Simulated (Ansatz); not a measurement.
# Calculated 177Hf nuclear quadrupole resonance for HfSiO4 under strain

Cell: a structure deposited in the COD, relaxed with PBE at fixed cell and then changed (z compressed by 1 %, ions relaxed).

```xyz
12
Lattice="-3.2862 3.2862 2.9518 3.2862 -3.2862 2.9518 3.2862 3.2862 -2.9518" Properties=species:S:1:pos:R:3 pbc="T T T"
Hf    0.0000    3.2862    1.4759
Hf    0.0000    0.0000    0.0000
Si    3.2862    0.0000    1.4759
Si    0.0000    0.0000    2.9518
O     3.2862    2.0670   -1.0677
O     4.5055    0.0000    0.4082
O     0.0000    1.2193    1.8841
O     2.0670    0.0000    0.4082
O     3.2862    1.2193    2.5436
O     1.2193    0.0000    4.0195
O     3.2862   -1.2193    2.5436
O     2.0670    3.2862    1.0677
```

Atom numbers follow the list; atoms alike are taken as one site, whose name carries the number of the first.

Level of theory: DFT, PBE, plane waves and PAW, scalar-relativistic, 420 eV cutoff, Γ-centred 7×7×7 k-points, Fermi–Dirac smearing 0.02 eV (Ansatz 0.2.0).

177Hf: I = 7/2, Q = 3365 mb (year-2017 value). Static lattice, zero field.

Task: At which frequencies do the 177Hf NQR lines lie?

Result: For I = 7/2 and η = 0 the lines are |C_Q|/14 times 1, 2 and 3; η shifts the lowest up most.

```json
{"site": "Hf", "atoms": "1, 2", "V_zz (10²¹ V/m²)": "12.77", "C_Q (MHz)": "1039", "η": "0.00", "line frequencies (MHz)": "74.2, 148.4, 222.6"}
```

Task: And for ¹⁷⁹Hf (I = 9/2, Q = 3793 mb) on Hf?

Result: C_Q scales with Q to 1171 MHz, with lines at 48.8, 97.6, 146.4, 195.1 MHz.

An axis of threefold or higher order runs through Hf, so V_zz lies along it and η is zero.

Without spin–orbit coupling the gradients at and beside Hf can be off by some per cent, at some sites by more. At this changed cell the PBE pressure is 10 GPa.

The relaxation (3 steps) took 15 s of wall time (50 s of CPU time) and 0.75 GiB at its peak, on 4 threads of Intel Xeon Platinum 8488C (Sapphire Rapids) (x86_64; 16 cores open to the job, memory cap 8.0 GiB, no GPU), a shared host with a load of 0.5 a core.
